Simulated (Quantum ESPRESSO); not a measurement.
Here is a Quantum ESPRESSO 7.5 calculation.

pw.in

```
&CONTROL
  calculation = 'scf'
  prefix = 'pwscf'
  outdir = './tmp'
  pseudo_dir = './pseudo'
  tprnfor = .true.
  tstress = .true.
  disk_io = 'low'
/
&SYSTEM
  ibrav = 0
  celldm(1) = 8
  nat = 1
  ntyp = 1
  ecutwfc = 56
  ecutrho = 448
  nbnd = 16
  occupations = 'smearing'
  smearing = 'fd'
  degauss = 0.00367493
/
&ELECTRONS
  conv_thr = 2d-10
  electron_maxstep = 120
  mixing_beta = 0.5
/
ATOMIC_SPECIES
Ga    69.7230 ga_pbesol_v1.4.uspp.F.UPF
CELL_PARAMETERS alat
 -0.3270168034158   0.3270168034158   0.5459475079615
  0.3270168034158  -0.3270168034158   0.5459475079615
  0.3270168034158   0.3270168034158  -0.5459475079615
ATOMIC_POSITIONS crystal
Ga     0.0000000000    0.0000000000    0.0000000000
K_POINTS automatic
13 13 13 0 0 0
```

The input pp_density.in:

```
&INPUTPP
  prefix = 'pwscf'
  outdir = './tmp'
  filplot = 'density.dat'
  plot_num = 0
/
&PLOT
  nfile = 1
  filepp(1) = 'density.dat'
  iflag = 3
  output_format = 6
  fileout = 'density.cube'
/
```

File pp_potential.in:

```
&INPUTPP
  prefix = 'pwscf'
  outdir = './tmp'
  filplot = 'potential.dat'
  plot_num = 11
/
&PLOT
  nfile = 1
  filepp(1) = 'potential.dat'
  iflag = 3
  output_format = 6
  fileout = 'potential.cube'
/
```

Potentials or basis: GBRV 1.5 PBEsol.

Launch:

```sh
$ OMP_NUM_THREADS=1 mpirun -n 2 pw.x -nk 2 -in pw.in > pw.out
$ OMP_NUM_THREADS=1 mpirun -n 1 pp.x -in pp_density.in > pp_density.out
$ OMP_NUM_THREADS=1 mpirun -n 1 pp.x -in pp_potential.in > pp_potential.out
```

Estimate the pressure.

-0.2 GPa.

What does it give for the band gap on the k mesh?

None (metal or under the smearing width).

Stress tensor (GPa, compression positive):
```
-0.18  0.00  0.00
 0.00 -0.18  0.00
 0.00  0.00 -0.37
```
